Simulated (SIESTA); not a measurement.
Here is a SIESTA 5.4.2 calculation.

Contents of HfN.fdf:

```
SystemName                      HfN
SystemLabel                     HfN
NumberOfSpecies                 2
NumberOfAtoms                   2
%block ChemicalSpeciesLabel
  1  72 Hf
  2   7 N
%endblock ChemicalSpeciesLabel

LatticeConstant                 1.0 Ang
%block LatticeVectors
     0.0000020000     2.4423330000     2.4423330000
     2.4423330000     0.0000020000     2.4423330000
     2.4423330000     2.4423330000     0.0000020000
%endblock LatticeVectors
AtomicCoordinatesFormat         Fractional
%block AtomicCoordinatesAndAtomicSpecies
     0.0000000000     0.0000000000     0.0000000000  1  Hf
     0.2500000000     0.2500000000     0.2500000000  2  N
%endblock AtomicCoordinatesAndAtomicSpecies

%block kgrid.MonkhorstPack
    7   0   0  0.0
    0   7   0  0.0
    0   0   7  0.0
%endblock kgrid.MonkhorstPack
XC.Functional                   GGA
XC.Authors                      PBEsol
PAO.BasisSize                   DZP
PAO.EnergyShift                 0.003 Ry
Mesh.Cutoff                     1200 Ry
OccupationFunction              FD
ElectronicTemperature           0.05 eV
MaxSCFIterations                120
SCF.MustConverge                false
SCF.Mixer.Method                Pulay
SCF.Mixer.Weight                0.25
SCF.Mixer.History               8
SCF.DM.Tolerance                1.0e-05
SCF.H.Tolerance                 1.0e-04 eV
WriteForces                     true
Charge.Mulliken                 end
MD.TypeOfRun                    FC
FC.First                        1
FC.Last                         2
FC.Displacement                 0.04 Bohr
%block PolarizationGrids
  16 4 4
  4 16 4
  4 4 16
%endblock PolarizationGrids
BornCharge                      true
%block PAO.Basis
  Hf 5
  n=5 0 2
    3.241 0.000
  n=6 0 2
    8.114 0.000
  n=5 1 2
    3.929 0.000
  n=6 1 1
    8.114
  n=5 2 2
    7.842 0.000
%endblock PAO.Basis
```

The input vibra.fdf:

```
SystemLabel                     HfN
NumberOfAtoms                   2
LatticeConstant                 1.0 Ang
%block LatticeVectors
     0.0000020000     2.4423330000     2.4423330000
     2.4423330000     0.0000020000     2.4423330000
     2.4423330000     2.4423330000     0.0000020000
%endblock LatticeVectors
AtomicCoordinatesFormat         NotScaledCartesianAng
%block AtomicCoordinatesAndAtomicSpecies
     0.0000000000     0.0000000000     0.0000000000 1 178.4900
     1.2211670000     1.2211670000     1.2211670000 2 14.0070
%endblock AtomicCoordinatesAndAtomicSpecies
SuperCell_1                     0
SuperCell_2                     0
SuperCell_3                     0
AtomicDispl                     0.04 Bohr
BandLinesScale                  ReciprocalLatticeVectors
%block BandLines
  1  0.0 0.0 0.0  \Gamma
%endblock BandLines
```

Potentials or basis: PseudoDojo 0.4 standard (PBEsol files), DZP (energy shift 0.003 Ry; two zetas on semicore shells).

The run is started by

```console
$ siesta HfN.fdf > HfN.out 2>&1
$ vibra < vibra.fdf > vibra.out
```

Question: Predict the highest phonon frequency at Γ, LO-TO splitting left out.

Answer: 514 cm⁻¹.

Phonon frequencies in cm⁻¹ (negative: imaginary):
```
              q point        frequencies
(0.000, 0.000, 0.000)  0 0 0 514 514 514
```

 The run has no spin-orbit coupling, so splittings on Hf are missing.
